**Q:** At what energy does a fast electron passing through GaAs lose energy most readily?

**A:** The table gives the computed answer for one fixed momentum handed to the crystal.

Energy loss function of GaAs at momentum transfer q = (0, 0.125, 0.25) in reciprocal lattice units, computed with Yambo 5.3.0 in the independent-particle approximation, without local fields, on LDA states from Quantum ESPRESSO. The calculation uses PseudoDojo 0.4.1 scalar-relativistic potentials, an 8×8×8 k-mesh, 34 bands and a damping of 0.2 eV.

```csv
row,loss function,loss energy (eV)
1,0.005,0.00
2,0.010,2.11
3,0.045,3.92
4,0.106,6.03
5,0.152,8.14
6,0.361,10.25
7,0.592,12.06
8,1.165,14.17
9,2.347,16.28
10,1.841,18.39
11,1.258,20.20
12,0.694,22.31
13,0.540,24.42
14,0.293,26.53
15,0.416,28.34
16,0.223,30.45
17,0.144,32.56
18,0.124,34.67
19,0.130,36.48
20,0.239,38.59
21,0.281,40.70
22,0.216,42.81
23,0.156,44.62
24,0.070,46.73
25,0.065,48.84
26,0.056,50.95
27,0.045,52.76
28,0.055,54.87
29,0.049,56.98
30,0.066,59.10
```

The loss function measures how readily the crystal takes up each loss energy. It climbs row by row to 2.347 at 16.28 eV and then falls away over the next 10 eV. At 6.03 eV it is still under 5% of its highest value. The crystal thus takes up little energy just above its band gap, and far more at an energy many times larger.

**Q:** That puzzles me. The same calculation has its strongest absorption at 5.4 eV, so why is there hardly any loss there?

**A:** Because electrons that respond strongly also screen strongly. The passing electron brings an electric field with it, and the crystal's electrons rearrange to weaken that field. Near 5.4 eV they do this so well that little field is left inside to do work on them. Loss needs some absorption, but it also needs weak screening.

The dielectric function ε puts this into one line. Its imaginary part, Im ε, describes absorption, and its size |ε| describes the screening:

loss function = Im ε / |ε|²

Since |ε| is never smaller than Im ε, the loss can't exceed 1/Im ε. At the absorption peak Im ε is 11.3, which caps the loss at about 0.09. The same formula says that |ε| can't exceed 1/2.347, or about 0.43, at the loss peak. A size below 1 means that the electrons no longer weaken the outside field but strengthen it, here more than twofold. A small outside push then sets the valence electrons swinging together. This joint oscillation is the plasmon.

**Q:** What sets its energy at about 16 eV?

**A:** Mainly how densely the valence electrons are packed. Think of a simpler system, a uniform gas of electrons on a fixed positive background. If the whole gas is shifted slightly, charge piles up on one side and is left bare on the other, and the resulting field pulls the gas back. More electrons per volume give a stronger pull and a faster oscillation.

For this gas the plasmon energy E follows from the electron density n:

E² = 4π (ħ²/m) e² n

Here ħ²/m is 7.62 eV Å² and e² is 14.4 eV Å, so E² = 1379 eV² Å³ × n. Gallium brings three outer s and p electrons and arsenic five, which makes eight in a cell of two atoms at 22.59 Å³ each. The density is 8/(2 × 22.59 Å³) = 0.177 Å⁻³, and E comes out at 15.6 eV.

The computed peak lies about 0.7 eV higher, a difference of 4% of the peak energy. Some upward shift is expected, because the formula holds for vanishing momentum and a plasmon of finite momentum normally has a higher energy. The likeness to a gas ends with the position of the peak: a uniform gas has no band gap and no atomic shells, so it can't supply the rest of the spectrum.

**Q:** Why count eight electrons? Gallium and arsenic also have filled 3d shells.

**A:** They do, and the calculation includes those 20 electrons. If all 28 swung freely, the same formula would put the plasmon at 29 eV. The loss function near that energy is only 0.416, less than a fifth of its peak value, so the spectrum sides with eight.

The reason lies in how the electrons are held. The s and p electrons are shared between atoms, and most of their transitions need less energy than the plasmon, so at 16 eV they move almost as if free. The 3d electrons sit close to their own nuclei, and most of their response comes at higher energies. The split is cleaner for arsenic than for gallium, whose 3d shell is bound less deeply.

**Q:** Then what should I expect if indium replaces gallium?

**A:** A lower plasmon energy. Indium also brings three outer electrons, but it is a larger atom and the cell grows. The same eight electrons are spread more thinly, and the pull that drives the oscillation weakens. As the energy follows the square root of the density, a cell 10% larger in volume lowers the estimate by about 5%.

**Q:** The peak looks very broad. Is that real, or did the calculation smear it?

**A:** The smearing put in by hand is far too small to explain it. Three neighbouring rows lie above half the peak height, and they span 3.9 eV. The rows just outside them are 8.1 eV apart, so for a smooth peak the full width lies between these two values. The damping used in the calculation is only 0.2 eV.

Theory offers a plain reason. At 16 eV the crystal can still lift single electrons from filled to empty bands, so the joint oscillation soon breaks up into such excitations. A short-lived oscillation has a poorly defined energy, and its peak is broad. Some of the width may still come from the method: the functional used here binds gallium's 3d electrons too weakly, so they can begin to absorb within the peak.

**Q:** There is a second, weaker rise near 40 eV. Is that another plasmon?

**A:** More likely it is the 3d shell of arsenic, though this assignment is untested. The loss function more than doubles, from 0.124 at 34.67 eV to 0.281 at 40.70 eV. That is roughly where a calculation of this kind would begin to excite those electrons.

The position of this rise is only rough. The local density approximation (LDA) binds d electrons too weakly by several eV, so the measured edge should lie higher. The calculation also leaves out local fields, the uneven fields inside each cell, which matter most for such compact shells.

**Q:** Which digits can I rely on, and which settings would change them?

**A:** Quote the plasmon as about 16 eV for this momentum. The energies were computed in steps of 0.30 eV, so even the first decimal is uncertain. A smaller momentum, as in measurements near the forward direction, should bring the peak down somewhat. The LDA gap of 0.28 eV is far below the measured one, roughly 1.5 eV, but this harms the plasmon much less than the absorption edge, because the electron density does most of the work.

Heights deserve less trust than positions. Local fields would alter them, and so might a finer k-mesh, which was not tried. Above about 25 eV there is a further problem: the calculation has only 20 empty bands, and valence electrons begin to run out of states to be lifted into. The small bump at 28.34 eV lies in that region, so it can't safely be read as a property of GaAs.
